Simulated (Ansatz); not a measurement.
Antifluorite Mg2Sn: an Ansatz output whose functional has been blanked. The cell was relaxed with r2SCAN and then strained (uniaxial -1.0 % along z, other directions held), with the atoms relaxed again with r2SCAN; k points keep the names of the unstrained zone.

```
CELL_PARAMETERS angstrom
0.00000 3.37994 3.34614
3.37994 0.00000 3.34614
3.37994 3.37994 0.00000
ATOMIC_POSITIONS crystal
Sn 0.00000 0.00000 0.00000
Mg 0.25000 0.25000 0.25000
Mg 0.75000 0.75000 0.75000
```

```
scf.n_extra_bands = 4 over 17 filled bands (N_el = 34.0): the run solves 21 bands
Crystal: 3 atoms, lattice volume = 76.452 Å³
Basis set: ecut = 420 eV, 1459 PW (Γ)
Symmetry: 16 space group operations
Space group: I4/mmm (ITA 139)
k-points: 30 of 216
SCF converged after 6 iterations
Free energy (F): -9872.352290 eV
Internal energy: -9872.352048 eV  (E = F + TS)
E sigma→0 (E₀):  -9872.352169 eV
Entropy (-TS):   -0.000242 eV (-0.081 meV/atom)
Fermi energy:    7.085709 eV
--- Per-component energies (eV) ---
  E_band       = -822.972104
  E_kinetic    = 339.464209
  E_local      = -4373.186038
  E_nonlocal   = 159.089524
  E_hartree    = 1819.028719
  E_xc         = -439.933426
  E_vxc        = -170.422624
  E_paw        = -4723.717486
  E_vpaw       = -415.974611
  E_ewald      = -2653.097543
  E_smearing   = -0.000242
--- Stress (GPa, compression-positive) ---
        1.346859       0.000000       0.000000
        0.000000       1.346859       0.000000
        0.000000       0.000000       1.867371
  P = ⅓ Tr σ = 1.5204 GPa (15.204 kbar)
--- Band table (eV; the first three rows and the last of 30) ---
  k-point 0: bands = […, -13.7839, -13.7810, -2.0092, 7.1319, 7.1319, 7.1758, 8.6300, 9.2707, 9.3270, 9.3270]
  k-point 1: bands = […, -13.7838, -13.7809, -1.7830, 5.2903, 6.8246, 6.8645, 8.5494, 9.7299, 9.7461, 10.6278]
  k-point 2: bands = […, -13.7833, -13.7806, -1.1842, 3.2552, 6.4255, 6.4833, 8.0276, 9.5822, 9.6362, 11.4248]
  k-point 29: bands = […, -13.7833, -13.7805, -0.1867, 2.5647, 4.9904, 4.9904, 6.9425, 7.2649, 14.3875, 14.3875]
```

Levels at the listed points, from bands.tsv (eV from the Fermi energy, bands near the gap, counted from 0):
```tsv
# k_distance	band_12	band_13	band_14	band_15	band_16	band_17	band_18	band_19	band_20
# fermi_ev = 7.085709
# [0, 0, 0] at k_distance = 0.000000
# [0.5, 0, 0.5] at k_distance = 0.929483
# [0.625, 0.25, 0.625] at k_distance = 1.259769
# [0.375, 0.375, 0.75] at k_distance = 1.829921
# [0.5, 0.5, 0.5] at k_distance = 2.402950
# [0.5, 0.25, 0.75] at k_distance = 3.063522
# [0.5, 0.5, 0] at k_distance = 4.464023
# levels_relative_to = fermi_ev
0.000	-20.867	-9.095	0.046	0.046	0.090	1.544	2.185	2.241	2.241
0.929	-20.864	-7.297	-4.593	-2.056	-2.033	-0.045	0.224	7.225	7.453
1.260	-20.865	-7.321	-4.177	-3.504	-1.715	0.464	2.713	5.364	5.538
1.830	-20.867	-7.309	-4.108	-3.525	-1.769	0.391	2.612	5.380	5.588
2.403	-20.866	-7.809	-4.789	-0.809	-0.743	0.764	2.253	2.312	4.026
3.064	-20.866	-7.252	-3.779	-3.707	-2.666	2.689	2.981	3.072	3.314
4.464	-20.866	-7.272	-4.521	-2.095	-2.095	-0.143	0.179	7.302	7.302
```
In order the rows are Γ, X, U, K, L, W, X.

**Question.** Which level of theory was used?
A. PBE
B. DDH-PBE0
C. r2SCAN
D. LDA

**Answer.** A. PBE. There is no exchange loop, so no exact exchange. PBE gives no gap: the lowest nominally empty band dips 0.23 eV below the top of the last filled one (its bottom at X, the top at Γ), so the cell is a metal or semimetal at this level. The log narrows the family; the member has to be judged from the numbers.

Command: `ansatz run input.yaml --threads 2 --pin off --max-ram 29491MiB --backend cpu --events-out ev --progress --plain --runs-dir out`. Wall time 1.2 s on 2 threads of AMD EPYC 7R13 Processor (Zen 3), with other jobs on the host, load about 0.7 per core; peak host memory 0.49 GiB.

No spin polarisation and no zero-point or thermal motion.

Spin-orbit coupling is left out.
